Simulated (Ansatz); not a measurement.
**CuAu3 in Ansatz: the effect of target pressure**

Crystal: CuAu3.

```
CELL_PARAMETERS angstrom
3.98000 0.00000 0.00000
0.00000 3.98000 0.00000
0.00000 0.00000 3.98000
ATOMIC_POSITIONS crystal
Au 0.50000 0.50000 0.00000
Au 0.50000 0.00000 0.50000
Au 0.00000 0.50000 0.50000
Cu 0.00000 0.00000 0.00000
```

Alike in all runs:

- Program: Ansatz 0.2.0
- Task: relaxation of cell and atoms
- Functional: PBEsol
- Potentials or basis: Ansatz PAW
- Cutoff: 420 eV (not typed: the program's choice for these potentials)
- k mesh: 7 × 7 × 7
- Occupations: fermi-dirac, width 0.05 eV
- Spin: no spin polarisation

Each run relaxes the cell or the atoms first.

```tsv
target pressure	relaxed volume (Å³/atom)
0 GPa	15.67
2 GPa	?
5 GPa	15.26
10 GPa	14.91
20 GPa	14.33
30 GPa	13.87
```

Q: What does the run with target pressure 2 GPa give?

A: Relaxed volume 15.50 Å³/atom.

Worked out: In Murnaghan's law V^(-B') rises as a straight line in P. The other rows fit best with B' = 5.2, V0 = 15.67 Å³/atom and B0 = 176 GPa, which gives 15.50 Å³/atom at 2 GPa, against the run's 15.50.

Caveats: the plane-wave basis is chosen anew once the cell has moved, so the energies of steps on either side of that aren't comparable; the PAW data sets come from PBE, with cores solved anew for the run's functional, which leaves a small shift of forces and pressure.
